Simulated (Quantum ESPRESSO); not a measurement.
**Tc under changes of volume**

One of the cells (14.297 Å³/atom); the others are scaled copies at fixed shape and fractional positions:

```xyz
2
Lattice="2.7400 0.0000 0.0000 -1.3700 2.3729 0.0000 0.0000 0.0000 4.3980" Properties=species:S:1:pos:R:3 pbc="T T T"
Tc    1.3700    0.7910    3.2985
Tc    0.0000    1.5819    1.0995
```

| Quantity | Value |
| --- | --- |
| Program | Quantum ESPRESSO 7.5 |
| Functional | PBEsol |
| Potentials or basis | PseudoDojo 0.4.1 SR PBEsol standard |
| Cutoff | 1143 eV |
| Density cutoff | 4572 eV |
| k mesh | 11 × 11 × 6 |
| Occupations | fermi-dirac, width 0.05 eV |
| Spin | no spin polarisation |

| volume (Å³/atom) | energy over the lowest point (meV/atom) | pressure (GPa) |
| --- | --- | --- |
| 13.440 | 26.16 | 15.1 |
| 13.726 | 6.42 | 7.2 |
| 14.011 | 0.00 | 0.1 |
| 14.297 | 5.52 | -6.2 |
| 14.583 | 21.72 | -11.9 |
| 14.869 | ? | ? |
| 15.155 | 81.76 | -21.4 |

Problem. What does the run at 14.869 Å³/atom give?

Solution. Energy over the lowest point 47.47 meV/atom; pressure -16.9 GPa.

Worked out: A Birch-Murnaghan fit of order 3 (a polynomial in V^(-2/3)) to the other rows has its minimum at 14.02 Å³/atom with B0 = V·E''(V) = 327 GPa and B' = 4.5 at fixed shape and positions, which overstates the stiffness. It gives 47.46 meV/atom at 14.869 Å³/atom, against the run's 47.47, and -dE/dV = -16.9 GPa, against -16.9.

Energies are extrapolated to zero smearing.
